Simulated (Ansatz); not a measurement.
# SnTe: the cost of one run

Computed with Ansatz 0.2.0 (DFT PBE, scalar-relativistic, plane waves, PAW, unless a step's input says otherwise).

6 further runs of the same task are left out: 6 set aside as unsound or not needed.

## Step 1: The starting structure

Symmetry: Fm-3m, No. 225, cubic system. Conventional cell: a = 6.313 Å, b = 6.313 Å, c = 6.313 Å, α = 90.00°, β = 90.00°, γ = 90.00°. Sn (site symmetry m-3m) has 6 Te at 3.16 Å as nearest neighbours. Te (site symmetry m-3m) has 6 Sn at 3.16 Å as nearest neighbours.

Coordinates:

```
Sn Te
1.0
     0.00000    3.15650    3.15650
     3.15650    0.00000    3.15650
     3.15650    3.15650    0.00000
Sn Te
1 1
Direct
  0.00000 0.00000 0.00000
  0.50000 0.50000 0.50000
```

Source of the structure: the Crystallography Open Database.

## Step 7: Plan of the scan

The energy is mapped over two normal modes frozen in (zone-centre modes of the cell shown).

First coordinate, amplitude of mode 1 (48i cm⁻¹), largest displacement: 11 values from −0.092 Å. Second coordinate, amplitude of mode 2 (48i cm⁻¹), largest displacement: 11 values from −0.092 Å.

Nothing else is relaxed (the cell and all other modes fixed). Energies count from the relaxed high-symmetry cell. Points are written as (first, second).

The patterns, per unit of each coordinate (Å):

```
atom      x1     y1     z1     x2      y2     z2
 Sn1   1.000  0.000  0.000  0.000   1.000  0.000
 Te2  -0.930  0.000  0.000  0.000  -0.930  0.000
```

(The set-up runs are not shown.)

## Step 8: Point (−0.018 Å, −0.018 Å)

File input.yaml:

```yaml
crystal:
  lattice:
    - [0.0, 3.2061701262, 3.2061701262]
    - [3.2061701262, 0.0, 3.2061701262]
    - [3.2061701262, 3.2061701262, 0.0]
  atoms:
    - { symbol: Sn, position: [0.0, 0.0, -0.0057389344] }
    - { symbol: Te, position: [0.5, 0.5, 0.505339098] }
basis:
  ecutwfc: 420
kpoints:
  mp_grid: { grid: [10, 10, 10] }
hamiltonian:
  xc: pbe
scf:
  occupations: { method: gaussian, width: 0.03 }
output:
  forces: true
  stress: true
  eigenvalues: true
```

The run is started by

```console
ansatz run input.yaml --threads 1 --pin off --max-ram 2048MiB --backend cpu --events-out ev --progress --plain --runs-dir out
```

**Question.** How long does this run take on 1 thread of Arm Neoverse V1, shared host, and how much memory does it need?

About 21 s, with a peak of 0.5 GiB.
